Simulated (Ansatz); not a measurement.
SrF$_{2}$:
Space group Fm-3m (No. 225); a = 5.663 Å, b = 5.663 Å, c = 5.663 Å, α = 90.00°, β = 90.00°, γ = 90.00°

| atom | site | symmetry | x | y | z |
|---|---|---|---|---|---|
| Sr | 4a | m-3m | 0.0000 | 0.0000 | 0.0000 |
| F | 8c | -43m | 0.2500 | 0.2500 | 0.2500 |
(The calculation used a cell of 3 atoms; values per cell refer to that cell.)

Relaxed with LDA in the plane-wave PAW code Ansatz. Indices refer to the conventional cell of Fm-3m, a = b = c = 5.663 Å, α = β = γ = 90.00°.

Q: Simulate the powder diffraction pattern (neutron, λ = 1.5401 Å; lines above 1 %) up to 2θ = 90°.

A: Simulated powder pattern, neutron, λ = 1.5401 Å (kinematic, ideal powder, no thermal factors, coherent scattering alone; the 30 strongest lines at most, above 1 %, up to 2θ = 90°):

| 2θ (°) | d (Å) | I/Imax (%) | hkl |
|---|---|---|---|
| 27.24 | 3.270 | 25 | (111) |
| 31.56 | 2.832 | 5.3 | (200) |
| 45.24 | 2.002 | 100 | (220) |
| 53.61 | 1.707 | 22 | (311) |
| 56.20 | 1.635 | 2.5 | (222) |
| 65.90 | 1.416 | 28 | (400) |
| 72.70 | 1.299 | 14 | (331) |
| 74.91 | 1.266 | 5.1 | (420) |
| 83.54 | 1.156 | 83 | (422) |
| 89.91 | 1.090 | 15 | (511)+(333) |

The LDA relaxation kept the symmetry of its start; phonons on a q-mesh show no instability.

Potentials: the later of the program's two PAW sets.
